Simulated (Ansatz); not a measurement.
# ZnS (Wurtzite-2H) (P6_3mc) in Ansatz: a series of runs

One crystal, ZnS (Wurtzite-2H), is run at these levels: revPBE+D4, BPBE, PBE; tasks: relaxation of cell and atoms, single point.

All numbers are computed with Ansatz 0.2.0; they aren't measurements. Logs are shortened: lines on timing, memory, paths and dates and some standing lists are left out, and cuts for length are marked.

**Measured values to compare with.**

From a printed reference work, monograph, for a bulk crystal of ZnS at 4 K: band gap 3.911 eV (direct).

How close the calculation comes is told below.

## (1) The structure

It takes space group P6_3mc (No. 186, hexagonal). Conventional cell: a = 3.811 Å, b = 3.811 Å, c = 6.234 Å, α = 90.00°, β = 90.00°, γ = 120.00°. Zn (site symmetry 3m) is surrounded by 4 S at 2.31 to 2.40 Å. S (site symmetry 3m) has 4 Zn at 2.31 to 2.40 Å as nearest neighbours.

## (2) Relaxation of cell and atoms, revPBE+D4

File input.yaml:

```yaml
crystal:
  lattice:
    - [3.811, 0.0, 0.0]
    - [-1.9055, 3.3004228138, 0.0]
    - [0.0, 0.0, 6.234]
  atoms:
    - { symbol: Zn, position: [0.6666666667, 0.3333333333, 0.5] }
    - { symbol: Zn, position: [0.3333333333, 0.6666666667, 0.0] }
    - { symbol: S, position: [0.6666666667, 0.3333333333, 0.885] }
    - { symbol: S, position: [0.3333333333, 0.6666666667, 0.385] }
hamiltonian:
  xc: revpbe
  pseudopotentials: { kind: paw }
  dispersion: d4
kpoints:
  mp_grid: { grid: [8, 8, 5] }
scf:
  occupations: { method: fermi_dirac, width: 0.05 }
output:
  forces: true
  stress: true
  write_density: true
  write_potential: true
  elf: true
  volumetric_format: npy
relax:
  f_tol: 0.01
  max_steps: 40
  cell: { stress_tol: 0.05 }
```

Potentials or basis: Ansatz PAW.

Run with:

```console
$ ansatz run input.yaml --threads 2 --pin off --max-ram 5120MiB --backend cpu --events-out ev --progress --plain --runs-dir out
```

What it wrote:

```text
Warning: RAYON_NUM_THREADS=2 ignored (pool sized by the plan → 2); use --threads N
Engine: ansatz 0.2.0, x86_64-unknown-linux-gnu
Pseudopotentials: kind: paw
Pseudopotential: Zn, paw, valence charge 12, recommended cutoff 420 eV (normal), Zn.paw.azcp
Pseudopotential: S, paw, valence charge 6, recommended cutoff 420 eV (normal), S.paw.azcp
Functional definition: revPBE
  parameter kappa = 1.245
  parameter beta = 0.06672455060314922
  exchange = pbe_x(kappa = kappa, mu = beta*pi^2/3)
  correlation = pbe_c(beta = beta)
Crystal: 4 atoms, lattice volume = 78.411 Å³
Basis set: ecut = 420 eV, 1521 PW (Γ), exchange–correlation on 54×54×90 points (8 copies of the dense FFT grid, shifted against one another)
Bands: 22, of which v1, the nominal top of the filled ones, is band 18 counted from 1 (17 counted from 0)
Symmetry: 12 space group operations
Space group: P63mc (ITA 186), of the structure as read, at distance tolerance 4.3e-5 Å
k-points: 30 of 320 (time reversal used)
Non-local potential: Zn, projectors of the file, l = 0: 2, l = 1: 2, l = 2: 3, l = 3: 1
Non-local potential: S, projectors of the file, l = 0: 2, l = 1: 2, l = 2: 2
PAW form: soft (Blöchl's): semilocal exchange-correlation on the pseudo side does not see the compensation charge
PAW frozen core: Zn, regenerated for the run's functional, and the local potential with it (the file was generated under x = pbe(κ = 0.804, μ = 0.2195149727645171), c = pbe(β = 0.06672455060314922))
PAW frozen core: S, regenerated for the run's functional, and the local potential with it (the file was generated under x = pbe(κ = 0.804, μ = 0.2195149727645171), c = pbe(β = 0.06672455060314922))
PAW one-centre angular grid: Zn, 590 points (default); XC on 64 Gauss nodes
PAW one-centre angular grid: S, 110 points (default); XC on 64 Gauss nodes
Initial density: superposition of atomic densities (neutral atoms: chi_scale 0, normalization atom), corrected by the library's trained network
Initial wavefunctions: pseudopotential atomic-orbital guess
Functional: x = revpbe(κ = 1.245, μ = 0.2195149727645171), c = pbe(β = 0.06672455060314922)
SCF iter   1: F=—  HF=-8460.323689 eV  |F-HF|=—  |Δ(HF+E_count)|=         —  Δρ=2.82e-3  dr2=3.22e-3  ethr=1.77e-3  ⟨swp⟩=5.7  Hψ=3106  notcnv=0
preconditioner: auto → Resta (q_TF=auto, 2.396 Å⁻¹)  ε∞=6.5  [insulator: Δε(μ)=2.377 eV  Ē_g=10.742 eV  σ=0.050 eV  W_gap=1.00  n_scr=22 (ndim 8)  ℏωp=25.2 eV  f_vac=0.040  D(μ)=0.00/eV (n_scr^D=0)  ε∞_Penn≈6.5]
SCF iter   2: F=—  HF=-8460.323601 eV  |F-HF|=—  |Δ(HF+E_count)|=   8.83e-5  Δρ=9.85e-4  dr2=6.53e-4  ethr=8.96e-6  ⟨swp⟩=2.0  Hψ=1420  notcnv=0
SCF iter   3: F=—  HF=-8460.323590 eV  |F-HF|=—  |Δ(HF+E_count)|=   1.14e-5  Δρ=6.99e-4  dr2=2.95e-4  ethr=1.81e-6  ⟨swp⟩=2.1  Hψ=1028  notcnv=0
SCF iter   4: F=—  HF=-8460.323755 eV  |F-HF|=—  |Δ(HF+E_count)|=   1.66e-4  Δρ=2.41e-4  dr2=5.43e-5  ethr=8.18e-7  ⟨swp⟩=1.9  Hψ=924  notcnv=0
SCF iter   5: F=—  HF=-8460.323723 eV  |F-HF|=—  |Δ(HF+E_count)|=   3.23e-5  Δρ=5.54e-5  dr2=3.78e-6  ethr=1.51e-7  ⟨swp⟩=2.2  Hψ=1067  notcnv=0
SCF iter   6: F=—  HF=-8460.323734 eV  |F-HF|=—  |Δ(HF+E_count)|=   1.11e-5  Δρ=1.26e-5  dr2=2.06e-7  ethr=1.05e-8  ⟨swp⟩=2.0  Hψ=1200  notcnv=0
SCF iter   7: F=-8460.323735 eV  HF=-8460.323735 eV  |F-HF|=3.26e-8  |Δ(HF+E_count)|=   9.18e-7  Δρ=4.07e-6  dr2=1.50e-8  ethr=2.78e-10  ⟨swp⟩=9.0  Hψ=4696  notcnv=0
SCF 1 converged in 7 iterations: F = -8460.323735 eV  dr2 = 1.50e-8
relax step   1: F+E_penalty+E_count = -8460.32373504 eV  Δ(F+E_penalty+E_count) = +0.000e0 eV  max|allowed force component| = 3.255e-1 eV/Å  Δτ_max = 0.0000 Å  P = -1.164 GPa  Ω = 78.411 Å³  (7 SCF iters, dr2 threshold 1.00e-7 eV, accepted)
Crystal: 4 atoms, lattice volume = 77.610 Å³
Initial density: handed on by an earlier stage of this run
Initial wavefunctions: those handed on with the density
iter 1 solved again at ethr=1.73e-6 eV; its pass at ethr=3.10e-3 eV (dr2=6.23e-4 eV) is discarded
SCF iter   1: F=—  HF=-8460.340799 eV  |F-HF|=—  |Δ(HF+E_count)|=         —  Δρ=1.22e-3  dr2=6.39e-4  ethr=1.73e-6  ⟨swp⟩=2.0  Hψ=3529  notcnv=0
[... 21 lines left out ...]
Crystal: 4 atoms, lattice volume = 76.969 Å³
iter 1 solved again at ethr=5.25e-7 eV; its pass at ethr=3.10e-3 eV (dr2=1.89e-4 eV) is discarded
SCF iter   1: F=—  HF=-8460.352990 eV  |F-HF|=—  |Δ(HF+E_count)|=         —  Δρ=6.56e-4  dr2=2.01e-4  ethr=5.25e-7  ⟨swp⟩=2.6  Hψ=3512  notcnv=0
preconditioner: auto → Resta (q_TF=auto, 2.404 Å⁻¹)  ε∞=6.5  [insulator: Δε(μ)=2.409 eV  Ē_g=10.801 eV  σ=0.050 eV  W_gap=1.00  n_scr=22 (ndim 8)  ℏωp=25.4 eV  f_vac=0.039  D(μ)=0.00/eV (n_scr^D=0)  ε∞_Penn≈6.5]
SCF iter   2: F=—  HF=-8460.352874 eV  |F-HF|=—  |Δ(HF+E_count)|=   1.16e-4  Δρ=3.32e-4  dr2=5.36e-5  ethr=5.25e-7  ⟨swp⟩=2.0  Hψ=1129  notcnv=0
SCF iter   3: F=—  HF=-8460.352867 eV  |F-HF|=—  |Δ(HF+E_count)|=   7.55e-6  Δρ=5.94e-5  dr2=2.14e-6  ethr=1.49e-7  ⟨swp⟩=2.0  Hψ=1092  notcnv=0
SCF iter   4: F=—  HF=-8460.352868 eV  |F-HF|=—  |Δ(HF+E_count)|=   9.42e-7  Δρ=5.39e-5  dr2=1.34e-6  ethr=1.11e-9  ⟨swp⟩=9.0  Hψ=5629  notcnv=0
SCF iter   5: F=-8460.352867 eV  HF=-8460.352867 eV  |F-HF|=6.77e-8  |Δ(HF+E_count)|=   6.35e-7  Δρ=6.74e-6  dr2=4.45e-8  ethr=1.11e-9  ⟨swp⟩=6.0  Hψ=4629  notcnv=0
SCF 4 converged in 5 iterations: F = -8460.352867 eV  dr2 = 4.45e-8
relax step   4: F+E_penalty+E_count = -8460.35286709 eV  Δ(F+E_penalty+E_count) = -1.081e-3 eV  max|allowed force component| = 8.683e-4 eV/Å  Δτ_max = 0.0062 Å  P = +0.005 GPa  Ω = 76.969 Å³  energy of the carried Pulay correction = +7.218e-4 eV  (5 SCF iters, dr2 threshold 4.00e-7 eV, accepted)
Initial wavefunctions: pseudopotential atomic-orbital guess (no wavefunctions were taken with the density)
iter 1 solved again at ethr=1.49e-7 eV; its pass at ethr=3.10e-3 eV (dr2=5.37e-5 eV) is discarded
SCF iter   1: F=—  HF=-8460.352226 eV  |F-HF|=—  |Δ(HF+E_count)|=         —  Δρ=3.13e-5  dr2=2.42e-7  ethr=1.49e-7  ⟨swp⟩=3.0  Hψ=5008  notcnv=0
SCF iter   2: F=—  HF=-8460.352159 eV  |F-HF|=—  |Δ(HF+E_count)|=   6.67e-5  Δρ=5.02e-5  dr2=9.78e-7  ethr=6.73e-10  ⟨swp⟩=2.0  Hψ=1190  notcnv=0
SCF iter   3: F=—  HF=-8460.352159 eV  |F-HF|=—  |Δ(HF+E_count)|=   2.11e-8  Δρ=1.00e-5  dr2=3.91e-8  ethr=6.73e-10  ⟨swp⟩=2.0  Hψ=1140  notcnv=0
SCF iter   4: F=—  HF=-8460.352159 eV  |F-HF|=—  |Δ(HF+E_count)|=   3.26e-8  Δρ=2.27e-6  dr2=2.74e-9  ethr=1.09e-10  ⟨swp⟩=2.0  Hψ=1192  notcnv=0
SCF iter   5: F=—  HF=-8460.352159 eV  |F-HF|=—  |Δ(HF+E_count)|=   8.62e-9  Δρ=6.58e-7  dr2=4.12e-10  ethr=7.61e-12  ⟨swp⟩=2.0  Hψ=1181  notcnv=0
SCF iter   6: F=-8460.352159 eV  HF=-8460.352159 eV  |F-HF|=5.09e-11  |Δ(HF+E_count)|=  9.35e-10  Δρ=1.41e-7  dr2=1.96e-11  ethr=1.00e-12  ⟨swp⟩=4.0  Hψ=3544  notcnv=0
SCF 5 converged in 6 iterations: F = -8460.352159 eV  dr2 = 1.96e-11
relax step   5: F+E_penalty+E_count = -8460.35215921 eV  Δ(F+E_penalty+E_count) = +7.079e-4 eV  max|allowed force component| = 8.648e-4 eV/Å  Δτ_max = 0.0000 Å  P = +0.005 GPa  Ω = 76.969 Å³  stress off target by 4.09e-2 GPa  SCF on the basis re-selected at this cell (its energy is not comparable with the rows above)  (6 SCF iters)
basis re-selected at this cell: Δ(F+E_penalty+E_count) = +7.079e-4 eV, ΔP = -0.001 GPa vs the last step (what re-selecting the basis moved, of the pressure what is left beyond the Pulay correction that the steps carried, after the strain that the cell walked since its last selection, with what the two solves' SCF thresholds leave and, on support functions, any second-order correction that the steps lacked; it is no measure of the basis error at this ecutwfc). This SCF's stress stands 4.09e-2 GPa from its target on what of the cell is left free (relax.cell.stress_tol is 5.00e-2 GPa) and its largest allowed force component is 8.65e-4 eV/Å (relax.f_tol is 1.00e-2 eV/Å): within both
SCF converged after 6 iterations
Free energy (F): -8460.352159 eV
Harris-Foulkes:  -8460.352159 eV  (|F-HF|=5.09e-11)
Internal energy: -8460.352159 eV  (E = F + TS)
E sigma→0 (E₀):  -8460.352159 eV
Fermi energy:    7.454879 eV
--- Per-component energies (eV) ---
  E_band       = 22.783765
  E_kinetic    = 478.026036
  E_local      = -4055.466233  (includes V_loc(G=0)·N_el)
  E_nonlocal   = 1284.574955
  E_hartree    = 1698.939364
  E_xc         = -470.434298
  E_vxc        = -279.388373  (∫ρ·V_xc dr)
  E_paw        = -4868.771068  (= ΣΔE_a)
  E_vpaw       = -802.840612  (= ΣTr[D̂ρ^β])
  E_aug_tail   = -0.000739  (compensation charges beyond the density's cutoff)
  E_ewald      = -2524.766809
  E_disp       = -2.284530  (pairwise vdW)
  E_core_change = -0.168837  (= ΣΔE_core)
  E_smearing   = -0.000000  (= −TS)
  E_closure    = -0.000000  (closes the sum)
  Σ components = -8460.352159   (vs F -8460.352159, Δ=0.00e0)
--- Forces (eV/Å), atoms counted from 1 ---
  atom   1  Zn     0.00000000    -0.00000000     0.00086532
  atom   2  Zn    -0.00000000     0.00000000     0.00086532
  atom   3  S      0.00000000    -0.00000000    -0.00086424
  atom   4  S      0.00000000     0.00000000    -0.00086424
  max |Σ_I F_I| component: 2.16e-6 eV/Å
--- Stress (GPa, compression-positive) ---
        0.027188      -0.000000       0.000000
        0.000000       0.027188      -0.000000
        0.000000      -0.000000      -0.040875
  P = ⅓ Tr σ = 0.0045 GPa (0.045 kbar)
--- Band table (eV; the first three rows and the last of 30) ---
  k-point 0: bands = ["-7.1179", "-6.1514", "-0.2004", "-0.1811", "-0.1811", "-0.0933", "-0.0933", "0.2913", "0.2913", "0.3724", "0.3724", "0.5221", "0.7643", "5.3026", "5.3026", "6.1230", "6.2207", "6.2207", "8.6296", "9.4654", "12.5513", "12.5513"]
  k-point 1: bands = ["-7.0390", "-6.2606", "-0.2064", "-0.1754", "-0.1754", "-0.1045", "-0.1045", "0.1122", "0.3011", "0.3011", "0.3669", "0.3669", "1.5082", "5.3540", "5.3833", "5.3833", "6.1249", "6.1249", "9.2834", "9.5652", "12.5525", "12.6095"]
  k-point 2: bands = ["-6.8214", "-6.5262", "-0.2030", "-0.1579", "-0.1579", "-0.1310", "-0.1310", "-0.1282", "0.3247", "0.3247", "0.3500", "0.3500", "2.6585", "4.0033", "5.6008", "5.6008", "5.8833", "5.8833", "9.8208", "9.9376", "12.6776", "12.8256"]
  k-point 29: bands = ["-5.9297", "-5.8843", "-0.0979", "-0.0564", "-0.0368", "0.0468", "0.1790", "0.1893", "0.3128", "0.3138", "0.6204", "0.6690", "1.3615", "1.5076", "3.0302", "3.5471", "4.5807", "4.8139", "10.6739", "10.9981", "12.1800", "12.7921"]
--- Relaxed structure (4 steps of the walk, 4 accepted, 1 SCFs on fresh bases) ---
  F+E_penalty+E_count = -8460.35215921 eV   max|allowed force component| = 8.648e-4 eV/Å   (the final SCF, on the basis selected at the relaxed cell)
  cell:  # Å, volume = 76.9689 Å³
    - [3.7807140595011894, 0.0, 7.145123673387181e-36]
    - [-1.8903570297505947, 3.2741944199730217, -2.3735224111269545e-33]
    - [1.168792993441288e-35, -4.476477164880133e-33, 6.217803407659265]
  atoms:
    - { symbol: Zn, position: [0.6666666666666665, 0.33333333333333337, 0.5057313441867627] }
    - { symbol: Zn, position: [0.33333333333333337, 0.6666666666666667, 0.005731344186762693] }
    - { symbol: S, position: [0.6666666666666665, 0.33333333333333337, 0.8792686558132372] }
    - { symbol: S, position: [0.33333333333333337, 0.6666666666666667, 0.37926865581323727] }
```

Wall time 31 s (2 threads of Intel Xeon at 2.50GHz (Skylake/Cascade Lake), shared host); peak memory 0.39 GiB.

What came out:

```yaml
Free_energy: -8460.3522 eV
Relaxed_volume: 19.24 Å³/atom
Relaxed_cell: a = 3.781 Å, b = 3.781 Å, c = 6.218 Å, α = 90.00°, β = 90.00°, γ = 120.00°
Space_group_after_relaxing_to_0.05_Å: P6_3mc (No. 186)
Energy_gained_by_relaxing: 7.1 meV/atom
Ionic_steps: 5
Pressure_after_relaxing: 0.0 GPa
Band_gap_on_the_k_mesh: 2.41 eV, direct
```

The path:
```csv
step,energy change (eV),largest force (eV/Å),volume (Å³)
1,0.0000,0.3255,78.41
2,-0.0169,0.2371,77.61
3,-0.0281,0.0848,76.96
4,-0.0291,0.0009,76.97
5,-0.0284,0.0009,76.97
```

Final structure:
```xyz
4
Lattice="3.7807 0.0000 0.0000 -1.8904 3.2742 0.0000 0.0000 0.0000 6.2178" Properties=species:S:1:pos:R:3 pbc="T T T"
Zn    1.8904    1.0914    3.1445
Zn    0.0000    2.1828    0.0356
S     1.8904    1.0914    5.4671
S     0.0000    2.1828    2.3582
```

Levels at points of the mesh, in eV from the valence-band top:
```csv
k point,band 16,band 17,band 18,band 19,band 20,band 21
"(0.00, 0.00, 0.00)",-0.10,0.00,0.00,2.41,3.24,6.33
"(0.00, -0.50, 0.00)",-2.30,-1.74,-0.91,3.74,4.36,5.16
```

Caveat: odd divisions of the mesh miss points on the zone boundary, where band edges often lie, so the gap on the mesh can be too wide; the plane-wave basis is chosen anew once the cell has moved, so the energies of steps on either side of that aren't comparable; the PAW data sets come from PBE, with cores solved anew for the run's functional, which leaves a small shift of forces and pressure.

## (3) Relaxation of cell and atoms, BPBE

Changes to input.yaml since step 2:

```diff
@@ -11,5 +11,4 @@
 hamiltonian:
-  xc: revpbe
+  xc: { exchange: b88, correlation: pbe }
   pseudopotentials: { kind: paw }
-  dispersion: d4
 kpoints:
```

Potentials or basis: Ansatz PAW.

Run with:

```console
$ ansatz run input.yaml --threads 2 --pin off --max-ram 5120MiB --backend cpu --events-out ev --progress --plain --runs-dir out
```

Run time: 30 s. Hardware: 2 threads of Intel Xeon at 2.50GHz (Skylake/Cascade Lake), shared host; peak memory 0.39 GiB.

The run converged. Its results:

| Item | Value |
| --- | --- |
| Free energy | -8470.6550 eV |
| Relaxed volume | 20.17 Å³/atom |
| Relaxed cell | a = 3.845 Å, b = 3.845 Å, c = 6.302 Å, α = 90.00°, β = 90.00°, γ = 120.00° |
| Space group after relaxing (to 0.05 Å) | P6_3mc (No. 186) |
| Energy gained by relaxing | 9.0 meV/atom |
| Ionic steps | 5 |
| Pressure after relaxing | 0.0 GPa |
| Band gap on the k mesh | 2.08 eV, direct |

The path:
```tsv
step	energy change (eV)	largest force (eV/Å)	volume (Å³)
1	0.0000	0.3194	78.41
2	-0.0228	0.2204	79.75
3	-0.0347	0.0302	80.78
4	-0.0350	0.0002	80.68
5	-0.0359	0.0003	80.68
```

Final structure:
```yaml
crystal:
  lattice:
    - [3.84493, 0.00000, 0.00000]
    - [-1.92247, 3.32981, 0.00000]
    - [0.00000, 0.00000, 6.30190]
  atoms:
    - { symbol: Zn, position: [0.66667, 0.33333, 0.50519] }
    - { symbol: Zn, position: [0.33333, 0.66667, 0.00519] }
    - { symbol: S, position: [0.66667, 0.33333, 0.87981] }
    - { symbol: S, position: [0.33333, 0.66667, 0.37981] }
```

Levels at points of the mesh, in eV from the valence-band top:
| k point | band 15 | band 16 | band 17 | band 18 | band 19 | band 20 | band 21 | band 22 |
| --- | --- | --- | --- | --- | --- | --- | --- | --- |
| (0.00, 0.00, 0.00) | -0.86 | -0.07 | 0.00 | 0.00 | 2.08 | 3.05 | 6.31 | 6.31 |
| (0.00, -0.50, 0.00) | -3.14 | -2.14 | -1.60 | -0.85 | 3.68 | 4.18 | 5.14 | 6.91 |

Caveat: odd divisions of the mesh miss points on the zone boundary, where band edges often lie, so the gap on the mesh can be too wide; the plane-wave basis is chosen anew once the cell has moved, so the energies of steps on either side of that aren't comparable; the PAW data sets come from PBE, with cores solved anew for the run's functional, which leaves a small shift of forces and pressure. Zero-point motion and thermal expansion aren't in these numbers.

## (4) Single point, PBE

Changes to input.yaml since step 3:

```diff
@@ -11,6 +11,6 @@
 hamiltonian:
-  xc: { exchange: b88, correlation: pbe }
+  xc: pbe
   pseudopotentials: { kind: paw }
 kpoints:
-  mp_grid: { grid: [8, 8, 5] }
+  mp_grid: { grid: [6, 6, 3] }
 scf:
@@ -20,9 +20,2 @@
   stress: true
-  write_density: true
-  write_potential: true
-  elf: true
-  volumetric_format: npy
-relax:
-  f_tol: 0.01
-  max_steps: 40
-  cell: { stress_tol: 0.05 }
+  eigenvalues: true
```

Run with:

```console
$ ansatz run input.yaml --threads 2 --pin off --max-ram 5120MiB --backend cpu --events-out ev --progress --plain --runs-dir out
```

It took 3.3 s on 2 threads of Intel Xeon at 2.50GHz (Skylake/Cascade Lake), shared host; peak memory 0.34 GiB.

The run converged. Its results:

```
Free energy            : -8445.4156 eV
Pressure               : 2.3 GPa
Largest force          : 0.320 eV/Å
Band gap on the k mesh : 2.25 eV, direct
```

Forces in eV/Å, atoms in the order of the input:
```
Zn   0.000  0.000  0.320
Zn   0.000  0.000  0.320
S    0.000  0.000 -0.320
S    0.000  0.000 -0.320
```

Stress tensor (GPa, compression positive):
```
3.03 0.00 0.00
0.00 3.03 0.00
0.00 0.00 0.99
```

Levels at points of the mesh, in eV from the valence-band top:
```csv
k point,band 16,band 17,band 18,band 19,band 20,band 21
"(0.00, 0.00, 0.00)",-0.01,-0.01,0.00,2.25,2.99,6.28
"(0.00, -0.50, 0.00)",-2.25,-1.56,-0.98,3.61,4.26,5.17
```

Caveat: odd divisions of the mesh miss points on the zone boundary, where band edges often lie, so the gap on the mesh can be too wide.

## (5) The runs side by side

```tsv
task	level	cell	k mesh	gap on the mesh (eV)	pressure (GPa)	relaxed volume (Å³/atom)
relaxation of cell and atoms	revPBE+D4	relaxed	8 × 8 × 5	2.41	0.0	19.24
relaxation of cell and atoms	BPBE	relaxed	8 × 8 × 5	2.08	0.0	20.17
single point	PBE	as given	6 × 6 × 3	2.25	2.3	-
```

Alike in all rows: potentials or basis Ansatz PAW; no spin polarisation; cutoff (eV) 420; smearing fermi-dirac 0.05 eV.

Caveats: odd divisions of the mesh miss points on the zone boundary, where band edges often lie, so the gap on the mesh can be too wide; the plane-wave basis is chosen anew once the cell has moved, so the energies of steps on either side of that aren't comparable (some runs); the PAW data sets come from PBE, with cores solved anew for the run's functional, which leaves a small shift of forces and pressure (some runs).

Absolute energies hang on the potentials; compare differences alone.

## (6) How close it comes

Step 4. A measured gap of ZnS is 3.911 eV (direct; 4 K; a printed reference work, monograph); the calculated 2.25 eV misses it by -1.66 eV. The value is that of PBE, without temperature or zero-point motion. Semilocal functionals fall short of measured gaps as a rule.
